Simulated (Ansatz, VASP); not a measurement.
# Si: VASP beside Ansatz

File INCAR:

```
SYSTEM = Si
  PREC = Accurate
  ENCUT = 600
  EDIFF = 1E-6
  ISMEAR = 0
  SIGMA = 0.02
  LREAL = .FALSE.
  LASPH = .TRUE.
  NELM = 100
  ALGO = Normal
  ISIF = 3
  LWAVE = .FALSE.
  LCHARG = .FALSE.
  GGA = PS
  IBRION = 2
  NSW = 100
  EDIFFG = -0.005
```

KPOINTS

```
Automatic mesh
0
G
  8 8 8
  0 0 0
```

File POSCAR:

```
Si
1.0
    0.0000000000      2.7218511900      2.7218511900
    2.7218511900      0.0000000000      2.7218511900
    2.7218511900      2.7218511900      0.0000000000
Si
2
Direct
    0.7500000000      0.7500000000      0.7500000000
    0.5000000000      0.5000000000      0.5000000000
```

Input for Ansatz:

```yaml
crystal:
  lattice:
    - [0.0, 2.72185119, 2.72185119]
    - [2.72185119, 0.0, 2.72185119]
    - [2.72185119, 2.72185119, 0.0]
  atoms:
    - { symbol: Si, position: [0.75, 0.75, 0.75] }
    - { symbol: Si, position: [0.5, 0.5, 0.5] }
basis:
  ecutwfc: 420
kpoints:
  mp_grid: { grid: [8, 8, 8] }
hamiltonian:
  xc: pbesol
scf:
  occupations: { method: gaussian, width: 0.02 }
output:
  forces: true
  stress: true
  eigenvalues: true
  write_density: true
  write_potential: true
  elf: true
  volumetric_format: npy
relax:
  adjacent_minimum: "off"
  f_tol: 0.005
  max_steps: 80
  cell: { stress_tol: 0.05 }
```

Alike in both runs: task relaxation of cell and atoms; functional PBEsol; k mesh 8 × 8 × 8; occupations gaussian, width 0.02 eV; no spin polarisation.

```csv
,VASP,Ansatz
version,VASP 6.6.1,Ansatz 0.2.0
potentials or method,"VASP PAW PBE potentials, release 64 (Si)","scalar-relativistic, plane waves, PAW"
plane-wave cutoff (eV),600,420
valence electrons in the cell,8,8
```

|  | VASP | Ansatz | Ansatz less VASP |
| --- | --- | --- | --- |
| gap on the k mesh at the Fermi level, each at its own relaxed structure (eV) | 0.51 | 0.51 | +0.003 |
| relaxed volume (Å³/atom) | 20.08 | 20.06 | -0.022 |
| relaxed cell length with the largest relative difference (Å) | 3.844 | 3.842 | -0.0014 |

Caveats: the PAW data sets were made with another functional, which shifts forces and pressure a little (VASP). A k mesh can miss the band edges.
